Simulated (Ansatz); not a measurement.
## AgBr, one cell by several methods

```yaml
crystal:
  lattice:
    - [0.00000, 2.88605, 2.88605]
    - [2.88605, 0.00000, 2.88605]
    - [2.88605, 2.88605, 0.00000]
  atoms:
    - { symbol: Ag, position: [0.50000, 0.50000, 0.50000] }
    - { symbol: Br, position: [0.00000, 0.00000, 0.00000] }
```

Atom numbers follow the list: Ag1, Br2.

The conventional cell has a = 5.772 Å, b = 5.772 Å, c = 5.772 Å, α = 90.00°, β = 90.00°, γ = 90.00°. Ag (atom 1) has 6 Br at 2.89 Å as nearest neighbours. Around Br (atom 2) lie 6 Ag at 2.89 Å.

The cell is COD entry 9011682, as deposited and not checked against the literature; nothing was relaxed.

Levels of theory: DFT, PBE, PAW with Ansatz's default frozen-core files, scalar-relativistic (Ansatz 0.2.0); DFT, PBE, all-electron LAPW, scalar-relativistic (Ansatz 0.2.0).

For PAW: a Γ-centred 7×7×7 k mesh, Fermi–Dirac smearing of 0.02 eV, cutoff 420 eV, no spin polarisation. LAPW targets a basis error of 0.5 meV/atom. The Ansatz runs share mesh, smearing and spin set-up. Plane-wave (PAW) pressures include the program's estimate of the Pulay term.

Stress and pressure are positive in compression.

Levels count from the top of the valence band.

PAW results:

```json
{"quantity": "pressure (GPa)", "PAW": "1.52"}
{"quantity": "band gap (eV)", "PAW": "0.676"}
{"quantity": "highest filled level at W (eV)", "PAW": "-1.485"}
{"quantity": "lowest empty level at W (eV)", "PAW": "3.763"}
{"quantity": "highest filled level at Γ (eV)", "PAW": "-1.875"}
{"quantity": "lowest empty level at Γ (eV)", "PAW": "0.676"}
```

What does LAPW (all electrons) give for the same quantities?


```
                      quantity    LAPW
                pressure (GPa)    1.52
                 band gap (eV)   0.677
highest filled level at W (eV)  -1.484
  lowest empty level at W (eV)   3.765
highest filled level at Γ (eV)  -1.875
  lowest empty level at Γ (eV)   0.677
```
